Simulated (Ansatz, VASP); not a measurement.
# Two plane-wave programs on Sb

POSCAR

```
Sb
1.0
   -1.8587811731      1.8587811731      1.8587811731
    1.8587811731     -1.8587811731      1.8587811731
    1.8587811731      1.8587811731     -1.8587811731
Sb
1
Direct
    0.0000000000      0.0000000000      0.0000000000
```

File INCAR.step1:

```
  PREC = Accurate
  ENCUT = 520
  EDIFF = 1E-5
  ISMEAR = -1
  SIGMA = 0.05
  LREAL = F
  LASPH = T
  NELM = 60
  ALGO = Normal
  ISIF = 2
  LWAVE = T
  GGA = PE
  NBANDS = 8
```

File INCAR.step2:

```
  PREC = Accurate
  ENCUT = 520
  EDIFF = 1E-7
  ISMEAR = -1
  SIGMA = 0.05
  LREAL = F
  LASPH = T
  NELM = 60
  ALGO = Normal
  ISIF = 2
  LWAVE = F
  LCHARG = T
  GGA = PE
  LHFCALC = T
  HFSCREEN = 0.2079
  PRECFOCK = Normal
  LELF = T
  LVHAR = T
  ISTART = 1
  NBANDS = 8
```

Contents of KPOINTS:

```
regular mesh
0
Gamma
  6 6 6
```

Contents of input:

```
crystal:
  lattice:
    - [-1.8587811731, 1.8587811731, 1.8587811731]
    - [1.8587811731, -1.8587811731, 1.8587811731]
    - [1.8587811731, 1.8587811731, -1.8587811731]
  atoms:
    - { symbol: Sb, position: [0.0, 0.0, 0.0] }
hamiltonian:
  xc: hse06
  pseudopotentials: { kind: paw }
kpoints:
  mp_grid: { grid: [6, 6, 6] }
scf:
  occupations: { method: fermi_dirac, width: 0.05 }
output:
  forces: true
  stress: true
  eigenvalues: true
```

This isn't the form of Sb at room conditions, which is rhombohedral.

Alike in both runs: task single point; functional HSE06; k mesh 6 × 6 × 6; occupations fermi-dirac, width 0.05 eV; no spin polarisation.

```csv
,VASP,Ansatz
version,VASP 6.6.1,Ansatz 0.2.0
potentials or method,"VASP PAW PBE potentials, release 64 (Sb)",Ansatz PAW
plane-wave cutoff (eV),520,420
valence electrons in the cell,5,15
```

Ansatz gave:

- gap on the k mesh at the Fermi level (eV): none
- pressure (GPa): 2.9

Q: Which values does VASP return?

A: gap on the k mesh at the Fermi level (eV): none; pressure (GPa): 1.7.

A gap of «none» marks a metal or a gap that the smearing closes. The two sets of potentials don't hold the same shells in valence.

Caveats: the k mesh is coarse (spacing up to 0.40 Å⁻¹), so the values aren't converged, least of all with exact exchange; the PAW data sets were made with another functional, which shifts forces and pressure a little (VASP); the PAW data sets come from PBE, with cores solved anew for the run's functional, which leaves a small shift of forces and pressure (Ansatz); the thresholds are loose for stress (Ansatz). Spin-orbit coupling is left out, which matters for the levels of Sb.
